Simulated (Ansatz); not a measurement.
## What DFT gives for GeS

```
S Ge
1.0
    10.62050    0.00000    0.00000
     0.00000    3.69453    0.00000
     0.00000    0.00000    4.35622
S Ge
4 4
Cartesian
  9.0221 0.9236 2.1881
  6.9086 2.7709 0.0100
  3.7119 0.9236 4.3462
  1.5984 2.7709 2.1681
  1.2968 0.9236 0.5563
  4.0135 2.7709 2.7344
  6.6070 0.9236 1.6218
  9.3237 2.7709 3.7999
```

Level: PBE, no spin polarisation; 420 eV; 3×7×6 Γ-centred mesh; fermi-dirac occupations (width 0.1 eV); Ansatz 0.2.0, fixed geometry.

Task: Which element gives electrons and which takes them?

Result: Bader charges in e: Ge +0.82, S -0.82. In the mean Ge gives up most and S takes most.

Task: What is the character of the valence top and the conduction bottom?

Result: Within 0.7 eV of the edges, the states project mainly on S p (60 %), Ge s (23 %) and Ge p (15 %) below the gap and on Ge p (59 %) and S p (18 %) above it.

Task: What is the band gap?

Result: The gap is 1.21 eV, direct at the points sampled. A semilocal functional usually gives too small a gap.

Task: Which atom feels the largest force, and which way?

Result: The largest is on Ge6 (and as large on other atoms): 0.13 eV/Å, components (-0.12, 0.00, 0.06). It makes 66° with the line to a nearest neighbour, S3 at 2.47 Å.

Task: What does the stress say?

Result: The pressure is -0.1 GPa (compression positive), so with the atoms held at these fractions the cell is close to zero pressure.

Task: Is it stable against the elements?

Result: -0.27 eV an atom against the elements' usual phases (free molecules for gases, crystals otherwise, with no correction for O₂ or N₂), so it is bound against them; other compounds may still compete. Relaxing would lower it.

Task: What do density and ELF say about some of the short contacts?

Result: S–Ge at 2.47 Å: least valence density 0.45 e/Å³ and ELF 0.51 there. These are pseudo-fields; inside the PAW spheres they differ from the all-electron ones.

Origin: a database entry at a rescaled volume.
